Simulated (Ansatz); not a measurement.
## FeS₂ — field gradients at the nuclei

The cell is a measured structure from the Crystallography Open Database (COD).

```cif
data_FeS2
_symmetry_space_group_name_H-M 'Pa-3'
_symmetry_Int_Tables_number 205
_cell_length_a 5.4178
_cell_length_b 5.4178
_cell_length_c 5.4178
_cell_angle_alpha 90.000
_cell_angle_beta 90.000
_cell_angle_gamma 90.000
loop_
_atom_site_label
_atom_site_type_symbol
_atom_site_symmetry_multiplicity
_atom_site_Wyckoff_symbol
_atom_site_fract_x
_atom_site_fract_y
_atom_site_fract_z
Fe Fe 4 a 0.0000 0.0000 0.0000
S S 8 c 0.3848 0.3848 0.3848
```

One atom of each set is listed.

Method: Kohn–Sham DFT in Ansatz, PBE, plane waves and PAW, scalar-relativistic, collinear spin, 420 eV cutoff, Γ-centred 8×8×8 k-points, Fermi–Dirac smearing 0.05 eV. Start moments as typed (μB): 3 on each Fe, none on the rest.

C_Q = eQV_zz/h, which is 24.18 MHz for Q = 1 b and V_zz = 10²¹ V/m²; η = (V_xx − V_yy)/V_zz.

33S: I = 3/2, Q = -69.40 mb. Q values from Pyykkö, Mol. Phys. 116, 1328 (2018).

Problem. Give the quadrupolar parameters of the distinct sites.

Solution. 

| site | atoms | first shell | V_xx, V_yy, V_zz (10²¹ V/m²) | η | C_Q (MHz) |
| --- | --- | --- | --- | --- | --- |
| Fe | 4 | 6 S at 2.26 Å | 1.85, 1.85, -3.70 | 0.00 | – |
| S | 8 | 1 S at 2.16 Å, 3 Fe at 2.26 Å | -7.28, -7.28, 14.57 | 0.00 | -24.4 |

An axis of threefold or higher order runs through Fe and S, so V_zz lies along it and η is zero. The structure holds S–S bonds (2.16 Å).

Fe has no stable isotope with a ground-state quadrupole moment in the table, so no C_Q is given.

The largest force is 0.3 eV/Å, so the atoms aren't at the calculated equilibrium and relaxing them would move these values. With these PAW files V_zz is typically within 2 to 3 % of all-electron values, but misses above 10 % occur on Fe. The start moments die out, and the run ends without spin.

Hardware: 4 threads of Intel Xeon 6975P-C (Granite Rapids) (x86_64; 16 cores open to the job, memory cap 8.0 GiB, no GPU), a shared host with a load of 0.3 a core. Wall time 18 s, CPU time 66 s, peak memory 1.2 GiB.
